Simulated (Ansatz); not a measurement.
# MgSi under changes of volume

One of the cells (17.355 Å³/atom); the others are scaled copies at fixed shape and fractional positions:

```
Si Mg
1.0
     2.90839    0.00000    0.00000
     0.00000    2.90839    0.00000
     0.00000    0.00000    4.10343
Si Mg
1 1
Direct
  0.50000 0.50000 0.50000
  0.00000 0.00000 0.00000
```

The cell comes from a database or a generator and needn't be the stable form of this composition.

- Program: Ansatz 0.2.0
- Functional: r2SCAN
- Potentials or basis: Ansatz PAW
- Cutoff: 500 eV (not typed: the program's choice for these potentials)
- k mesh: 9 × 9 × 7
- Occupations: fermi-dirac, width 0.05 eV
- Spin: no spin polarisation

```tsv
volume (Å³/atom)	energy over the lowest point (meV/atom)	pressure (GPa)
16.314	6.85	3.1
16.661	1.80	1.5
17.008	0.00	0.1
17.355	1.20	-1.2
17.702	5.15	-2.4
18.049	11.57	-3.4
18.396	?	?
```

What does the run at 18.396 Å³/atom give?

Energy over the lowest point 20.21 meV/atom; pressure -4.4 GPa.

Worked out: A Birch-Murnaghan fit of order 3 (a polynomial in V^(-2/3)) to the other rows has its minimum at 17.04 Å³/atom with B0 = V·E''(V) = 67 GPa and B' = 3.4 at fixed shape and positions, which overstates the stiffness. It gives 20.29 meV/atom at 18.396 Å³/atom, against the run's 20.21, and -dE/dV = -4.5 GPa, against -4.4.

Energies are extrapolated to zero smearing.

Caveats: the PAW data sets come from PBE, with cores solved anew for the run's functional, which leaves a small shift of forces and pressure.
